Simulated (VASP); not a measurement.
Here is a VASP 6.6.1 calculation.

Contents of INCAR:

```
PREC = Accurate ; ENCUT = 520
EDIFF = 1E-8 ; ISMEAR = 0
SIGMA = 0.02 ; LREAL = False
LASPH = True ; NELM = 100
ALGO = Fast ; ISIF = 2
LWAVE = False ; LCHARG = False
GGA = PE ; LEPSILON = True
IBRION = 8 ; NSW = 1
KPAR = 4
```

The input KPOINTS:

```
regular mesh
0
Gamma
  12 12 6
```

The input POSCAR:

```
SiC                                     
1.0
    3.0917098435      0.0000000000      0.0000000000
   -1.5458549217      2.6774992635      0.0000000000
    0.0000000000      0.0000000000      5.0740842051
  Si              C             
     2     2
Direct
     0.3333333300000021    0.6666666699999979    0.0045838175766661
     0.6666666699999979    0.3333333300000021    0.5045838175766661
     0.3333333300000021    0.6666666699999979    0.3804161824233319
     0.6666666699999979    0.3333333300000021    0.8804161824233319
```

Potentials or basis: VASP PAW PBE potentials, release 64 (Si, C).

Command:

```bash
$ cat potpaw_PBE.64/Si/POTCAR potpaw_PBE.64/C/POTCAR > POTCAR
$ mpirun -np 4 vasp_std > vasp.out
```

**Question.** Estimate the electronic dielectric tensor (diagonal).

**Answer.** 6.96, 6.96, 7.33.

**Question.** Estimate the Born charges (mean of the diagonal).

**Answer.** Si +2.71; C -2.71 e.

**Question.** What does it give for the band gap on the k mesh?

**Answer.** 2.30 eV, indirect (least direct gap 3.94 eV).

**Question.** What does it give for the highest phonon frequency at Γ, LO-TO splitting left out?

**Answer.** 816 cm⁻¹.

Electronic dielectric tensor:
```
6.96 0.00 0.00
0.00 6.96 0.00
0.00 0.00 7.33
```

A k mesh can miss the band edges.
